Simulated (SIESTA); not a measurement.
Crystal: InSe.

```
In Se
1.0
     2.00000    1.15470    8.44000
    -2.00000    1.15470    8.44000
     0.00000   -2.30940    8.44000
In Se
2 2
Direct
  0.88860 0.88860 0.88860
  0.00000 0.00000 0.00000
  0.17190 0.17190 0.17190
  0.38350 0.38350 0.38350
```

Base run:

* Program: SIESTA 5.4.2
* Functional: PBE
* Potentials or basis: PseudoDojo 0.4 standard (PBE files)
* Basis: TZDP (energy shift 0.01 Ry)
* Grid cutoff: 500 Ry
* Energy shift: 0.01 Ry
* k mesh: 8 × 8 × 8
* Occupations: fermi-dirac, width 0.05 eV
* Spin: no spin polarisation

Its results: band gap on the k mesh 0.40 eV, direct; pressure 3.2 GPa; largest force 0.651 eV/Å.

**Question.** The run is repeated on the same cell with these changes: basis from TZDP (energy shift 0.01 Ry) to TZDP (energy shift 0.002 Ry; radii capped at 9.5 bohr); energy shift from 0.01 Ry to 0.002 Ry. What comes out?

**Answer.** Band gap on the k mesh 0.38 eV, direct; pressure 4.0 GPa; largest force 0.581 eV/Å.

Caveats: semicore shells carry a single zeta, which can move pressures by several GPa and volumes by a few percent; spin-orbit coupling is left out, which moves the levels of the heavy elements; the basis of atomic orbitals isn't converged, which shifts pressures, moduli and gaps.
